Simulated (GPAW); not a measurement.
# CdTe (F-43m) in GPAW: notebook, part 2 of 2

GPAW 26.7.0.

### 4 Equation of state, RPBE+D4

run.py reads:

```python
import spglib
from ase import Atoms
from ase.calculators.mixing import SumCalculator
from ase.eos import EquationOfState
from ase.io import Trajectory, read
from ase.units import GPa
from dftd4.ase import DFTD4
from gpaw import GPAW, PW

atoms = read('CdTe.cif')
cell, positions, numbers = spglib.find_primitive(
    (atoms.cell[:], atoms.get_scaled_positions(), atoms.numbers), symprec=1e-4)
atoms = Atoms(numbers, cell=cell, scaled_positions=positions, pbc=True)

traj = Trajectory('eos.traj', 'w')
volumes, energies = [], []
for x in [0.94, 0.96, 0.98, 1.0, 1.02, 1.04, 1.06]:
    a = atoms.copy()
    a.set_cell(atoms.cell * x**(1 / 3), scale_atoms=True)
    calc = GPAW(mode=PW(600),
                xc='RPBE',
                kpts={'size': (6, 6, 6), 'gamma': True},
                occupations={'name': 'fermi-dirac', 'width': 0.05},
                nbands=18,
                convergence={'density': 1e-05, 'energy': 1e-05},
                maxiter=150,
                txt=f'eos-{x:.2f}.txt')
    a.calc = SumCalculator([calc, DFTD4(method='rpbe')])
    energies.append(a.get_potential_energy())
    volumes.append(a.get_volume())
    p = -a.get_stress()[:3].mean() / GPa
    calc.write(f'eos-{x:.2f}.gpw')
    traj.write(a)
    print(f'{x:.2f} {volumes[-1]:10.4f} A^3 {energies[-1]:14.6f} eV {p:9.3f} GPa', flush=True)

v0, e0, B = EquationOfState(volumes, energies, eos='birchmurnaghan').fit()
print(f'V0 = {v0:.4f} A^3, E0 = {e0:.6f} eV, B0 = {B / GPa:.2f} GPa')
```

CdTe.cif reads:

```cif
data_CdTe
_cell_length_a 6.41000000
_cell_length_b 6.41000000
_cell_length_c 6.41000000
_cell_angle_alpha 90.00000000
_cell_angle_beta 90.00000000
_cell_angle_gamma 90.00000000
_space_group_name_H-M_alt 'F-43m'
_space_group_name_Hall 'F -4 2 3'
_space_group_IT_number 216
loop_
_space_group_symop_operation_xyz
'x,y,z'
'y,-x,-z'
'-x,-y,z'
'-y,x,-z'
'x,-y,-z'
'y,x,z'
'-x,y,-z'
'-y,-x,z'
'z,x,y'
'-z,y,-x'
'z,-x,-y'
'-z,-y,x'
'-z,x,-y'
'z,y,x'
'-z,-x,y'
'z,-y,-x'
'y,z,x'
'-x,-z,y'
'-y,z,-x'
'x,-z,-y'
'-y,-z,x'
'x,z,y'
'y,-z,-x'
'-x,z,-y'
'x,y+1/2,z+1/2'
'y,-x+1/2,-z+1/2'
'-x,-y+1/2,z+1/2'
'-y,x+1/2,-z+1/2'
'x,-y+1/2,-z+1/2'
'y,x+1/2,z+1/2'
'-x,y+1/2,-z+1/2'
'-y,-x+1/2,z+1/2'
'z,x+1/2,y+1/2'
'-z,y+1/2,-x+1/2'
'z,-x+1/2,-y+1/2'
'-z,-y+1/2,x+1/2'
'-z,x+1/2,-y+1/2'
'z,y+1/2,x+1/2'
'-z,-x+1/2,y+1/2'
'z,-y+1/2,-x+1/2'
'y,z+1/2,x+1/2'
'-x,-z+1/2,y+1/2'
'-y,z+1/2,-x+1/2'
'x,-z+1/2,-y+1/2'
'-y,-z+1/2,x+1/2'
'x,z+1/2,y+1/2'
'y,-z+1/2,-x+1/2'
'-x,z+1/2,-y+1/2'
'x+1/2,y,z+1/2'
'y+1/2,-x,-z+1/2'
'-x+1/2,-y,z+1/2'
'-y+1/2,x,-z+1/2'
'x+1/2,-y,-z+1/2'
'y+1/2,x,z+1/2'
'-x+1/2,y,-z+1/2'
'-y+1/2,-x,z+1/2'
'z+1/2,x,y+1/2'
'-z+1/2,y,-x+1/2'
'z+1/2,-x,-y+1/2'
'-z+1/2,-y,x+1/2'
'-z+1/2,x,-y+1/2'
'z+1/2,y,x+1/2'
'-z+1/2,-x,y+1/2'
'z+1/2,-y,-x+1/2'
'y+1/2,z,x+1/2'
'-x+1/2,-z,y+1/2'
'-y+1/2,z,-x+1/2'
'x+1/2,-z,-y+1/2'
'-y+1/2,-z,x+1/2'
'x+1/2,z,y+1/2'
'y+1/2,-z,-x+1/2'
'-x+1/2,z,-y+1/2'
'x+1/2,y+1/2,z'
'y+1/2,-x+1/2,-z'
'-x+1/2,-y+1/2,z'
'-y+1/2,x+1/2,-z'
'x+1/2,-y+1/2,-z'
'y+1/2,x+1/2,z'
'-x+1/2,y+1/2,-z'
'-y+1/2,-x+1/2,z'
'z+1/2,x+1/2,y'
'-z+1/2,y+1/2,-x'
'z+1/2,-x+1/2,-y'
'-z+1/2,-y+1/2,x'
'-z+1/2,x+1/2,-y'
'z+1/2,y+1/2,x'
'-z+1/2,-x+1/2,y'
'z+1/2,-y+1/2,-x'
'y+1/2,z+1/2,x'
'-x+1/2,-z+1/2,y'
'-y+1/2,z+1/2,-x'
'x+1/2,-z+1/2,-y'
'-y+1/2,-z+1/2,x'
'x+1/2,z+1/2,y'
'y+1/2,-z+1/2,-x'
'-x+1/2,z+1/2,-y'
loop_
_atom_site_label
_atom_site_type_symbol
_atom_site_symmetry_multiplicity
_atom_site_Wyckoff_symbol
_atom_site_fract_x
_atom_site_fract_y
_atom_site_fract_z
_atom_site_occupancy
Te1 Te 4 c 0.2500000000 0.2500000000 0.2500000000 1
Cd1 Cd 4 a 0.0000000000 0.0000000000 0.0000000000 1
```

Potentials or basis: the program's PAW data sets (release 1.2.1) made for this functional, pw.

Command:

```sh
> OMP_NUM_THREADS=1 python run.py
```

What it wrote:

```text
__  _  _
 | _ |_)|_||  |
 |__||  | ||/\| - 26.7.0

Input parameters:
  mode=PW(ecut=600.0),
  convergence={'density': 1e-05, 'energy': 1e-05},
  kpts=MonkhorstPack(size=(6, 6, 6), gamma=True),
  maxiter=150,
  nbands=18,
  occupations=Occupations(name='fermi-dirac', width=0.05),
  xc=XC(name='RPBE')

Diagonalizing LCAO Hamiltonian
Converting LCAO to pw mode

            Te

       Cd

Atoms  # Å, Bohr magnetons
|   | symbol |        x |        y |        z |    initial magnetic moments |
|---|--------|----------|----------|----------|-----------------------------|
| 0 |     Te | 1.569787 | 1.569787 | 1.569787 | ( 0.0000,  0.0000,  0.0000) |
| 1 |     Cd | 0.000000 | 0.000000 | 0.000000 | ( 0.0000,  0.0000,  0.0000) |

Unit cell  # Å
| periodic |        x |        y |        z |  lengths |    angles |
|----------|----------|----------|----------|----------|-----------|
|      yes | 0.000000 | 3.139573 | 3.139573 | 4.440027 | 60.000000 |
|      yes | 3.139573 | 0.000000 | 3.139573 | 4.440027 | 60.000000 |
|      yes | 3.139573 | 3.139573 | 0.000000 | 4.440027 | 60.000000 |

Number of symmetries: 24
Symmetry operations  # r_c * U_cc + t_c -> r_c
|    | kind |            matrix            |
|----|------|------------------------------|
|  0 |  E   |  1, 0, 0,  0, 1, 0,  0, 0, 1 |
|  1 |  σ   |  1, 0, 0,  0, 0, 1,  0, 1, 0 |
|  2 |  σ   |  1, 0,-1,  0, 1,-1,  0, 0,-1 |
|  3 |  C3  |  1, 0,-1,  0, 0,-1,  0, 1,-1 |
|  4 |  C3  |  1,-1, 0,  0,-1, 1,  0,-1, 0 |
[... 133 lines left out ...]
  Fourier metric: weight=20.0, sigma=0.015

occupation numbers:
  Fermi-Dirac:
    width: 0.0500  # eV

poisson solver:
  ecut: 4800.0  # eV

xc functional:
  name: RPBE with 2 nearest neighbor stencil

convergence criteria:
- Maximum integral of absolute [dens]ity change: 1e-05 electrons / valence electron
- Maximum [total energy] change in last 3 cyles: 1e-05 eV / valence electron
- Maximum integral of absolute [eigenst]ate change: 4e-08 eV^2 / valence electron
maximum number of iterations: 150

SCF iterations
|iter     | |      energy | eigst |  dens |
|---------|-|-------------|-------|-------|
|iter:   1| |   -4.326599 | -0.32 |       |
|iter:   2| |   -4.283877 | -2.34 | -1.24 |
|iter:   3| |   -4.120625 | -1.74 | -1.28 |
|iter:   4| |   -4.121687 | -3.15 | -1.75 |
|iter:   5| |   -4.122026 | -3.71 | -2.17 |
|iter:   6| |   -4.122131 | -5.12 | -2.84 |
|iter:   7| |   -4.122140c| -6.25 | -3.48 |
|iter:   8| |   -4.122141c| -7.35 | -4.31 |
|iter:   9| |   -4.122141c| -7.70c| -4.95 |
|iter:  10| |   -4.122141c| -8.30c| -5.53c|

Converged in 10 steps
Energy contributions relative to reference atoms: (reference = -336981.643095)

Energy contributions:
  Kinetic:          30.198200
  Coulomb:         -26.733713
  Zero:              0.263563
  External:          0.000000
  Xc:               -7.850190
  Entropy:          -0.000000
  Spinorbit:         0.000000
  ----------------------------
  Free energy:      -4.122141
  Extrapolated:     -4.122141

dipole moment: (-25.425933, -25.425933, -25.425933)  # |e|*Ang

Fermi level: 5.537
Eigenvalues  # (at kpt = [0.000, 0.000, 0.000])
| band index |      eig [eV] | occ [0-2] |
|------------|---------------|-----------|
|          0 |        -6.808 |     2.000 |
|          1 |        -3.723 |     2.000 |
|          2 |        -3.723 |     2.000 |
|          3 |        -3.723 |     2.000 |
|          4 |        -3.387 |     2.000 |
|          5 |        -3.387 |     2.000 |
[... 10 lines left out ...]
|         16 |        15.139 |     0.000 |
|         17 |        15.139 |     0.000 |

Gap: 1.212 eV
Transition (v -> c):
  (s=0, k=0, n=8, [0.00, 0.00, 0.00]) -> (s=0, k=0, n=9, [0.00, 0.00, 0.00])
No difference between direct/indirect transitions

Stress tensor  # eV/Ang^3
|         x |         y |         z |
|-----------|-----------|-----------|
| -0.059420 | -0.000000 |  0.000000 |
| -0.000000 | -0.059420 |  0.000000 |
|  0.000000 |  0.000000 | -0.059420 |

# Writing to eos-0.94.gpw (mode='')
```

stdout:

```text
0.94    61.8931 A^3      -5.531382 eV     5.113 GPa
0.96    63.2099 A^3      -5.568260 eV     3.859 GPa
0.98    64.5268 A^3      -5.595411 eV     2.740 GPa
1.00    65.8437 A^3      -5.613847 eV     1.741 GPa
1.02    67.1606 A^3      -5.624503 eV     0.850 GPa
1.04    68.4774 A^3      -5.628271 eV     0.053 GPa
1.06    69.7943 A^3      -5.625833 eV    -0.659 GPa
V0 = 68.5936 A^3, E0 = -5.628290 eV, B0 = 38.75 GPa
```

eos-0.96.txt:

```text
SCF iterations
|iter     | |      energy | eigst |  dens |
|---------|-|-------------|-------|-------|
|iter:   1| |   -4.399367 | -0.33 |       |
|iter:   2| |   -4.356296 | -2.33 | -1.24 |
|iter:   3| |   -4.192840 | -1.74 | -1.28 |
|iter:   4| |   -4.194028 | -3.17 | -1.76 |
|iter:   5| |   -4.194332 | -3.71 | -2.18 |
[... 43 lines left out ...]
|         16 |        14.903 |     0.000 |
|         17 |        14.903 |     0.000 |

Gap: 1.147 eV
Transition (v -> c):
  (s=0, k=0, n=8, [0.00, 0.00, 0.00]) -> (s=0, k=0, n=9, [0.00, 0.00, 0.00])
No difference between direct/indirect transitions

Stress tensor  # eV/Ang^3
|         x |         y |         z |
|-----------|-----------|-----------|
| -0.050379 |  0.000000 |  0.000000 |
|  0.000000 | -0.050379 |  0.000000 |
|  0.000000 |  0.000000 | -0.050379 |

# Writing to eos-0.96.gpw (mode='')
```

Run time: 1.7 min. Hardware: 1 thread of Arm Neoverse V1, shared host; peak memory 0.26 GiB.

Results:

```
Equilibrium volume                      : 34.30 Å³/atom
Bulk modulus                            : 39 GPa
Pressure derivative of the bulk modulus : 4.9
```

Energy against volume, from the lowest point:
| volume (Å³/atom) | energy (meV/atom) |
| --- | --- |
| 30.947 | 48.44 |
| 31.605 | 30.01 |
| 32.263 | 16.43 |
| 32.922 | 7.21 |
| 33.580 | 1.88 |
| 34.239 | 0.00 |
| 34.897 | 1.22 |

The run has no spin-orbit coupling, so splittings on Te are missing.

### 5 Summary

```csv
level,potentials or basis,eigensolver,V0 of scaled cells (Å³/atom),B0 (GPa)
OLYP+D3(BJ),"PAW data sets generated in the run's folder for this functional, pw",davidson,32.67,42
RPBE+D3(BJ),"the program's PAW data sets (release 1.2.1) made for this functional, pw",-,-,-
RPBE+D4,"the program's PAW data sets (release 1.2.1) made for this functional, pw",-,34.30,39
```

Alike in all rows: task equation of state; no spin polarisation; cell as given; k mesh 6 × 6 × 6; cutoff (eV) 600; smearing fermi-dirac 0.05 eV.

Caveats: the minimum lies outside the volumes run (some runs).

Total energies depend on the potentials used, so only differences within one code and one set of settings carry meaning.

### 6 Against experiment

Step 2. Measured bulk modulus of CdTe: 42 GPa (powder; quoted in “Multiscale insight into the Cd1-xZnxTe vibrational-mechanical properties -- High-pressure experiments and ab initio calculations”, 2023, arxiv:2306.14539). This calculation gives 42 GPa (-0.5 %). The fit is for a static lattice scaled at fixed shape and fixed fractional positions.

Step 4. Measured bulk modulus of CdTe: 42 GPa (powder; quoted in “Multiscale insight into the Cd1-xZnxTe vibrational-mechanical properties -- High-pressure experiments and ab initio calculations”, 2023, arxiv:2306.14539). This calculation gives 39 GPa (-7.7 %). The fit is for a static lattice scaled at fixed shape and fixed fractional positions.
